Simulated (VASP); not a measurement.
Crystal: Mo.

```
Mo
1.0
    -1.58381    1.58381    1.58381
     1.58381   -1.58381    1.58381
     1.58381    1.58381   -1.58381
Mo
1
Direct
  0.00000 0.00000 0.00000
```

* Program: VASP 6.6.1
* Task: relaxation of cell and atoms
* Functional: LDA
* Potentials or basis: VASP PAW LDA potentials, release 64 (Mo_sv)
* Cutoff: 600 eV
* k mesh: 12 × 12 × 12
* Occupations: fermi-dirac, width 0.05 eV
* Spin: no spin polarisation

At the start: pressure -13.2 GPa; volume 15.89 Å³/atom.

Task: How do energy, volume and symmetry change on relaxing?

Result: Over 4 steps the energy falls by 33.2 meV/atom and the volume is 15.13 Å³/atom (-4.8 %); space group Im-3m (No. 229, to 0.05 Å).

The path:
```csv
step,energy change (eV),largest force (eV/Å),pressure (GPa),volume (Å³)
1,0.0000,0.0000,-13.21,15.89
2,0.2971,0.0000,58.06,13.07
3,-0.0331,0.0000,-1.00,15.17
4,-0.0332,0.0000,-0.07,15.13
```

Final structure:
```xyz
1
Lattice="-1.5580 1.5580 1.5580 1.5580 -1.5580 1.5580 1.5580 1.5580 -1.5580" Properties=species:S:1:pos:R:3 pbc="T T T"
Mo    0.0000    3.1159    0.0000
```
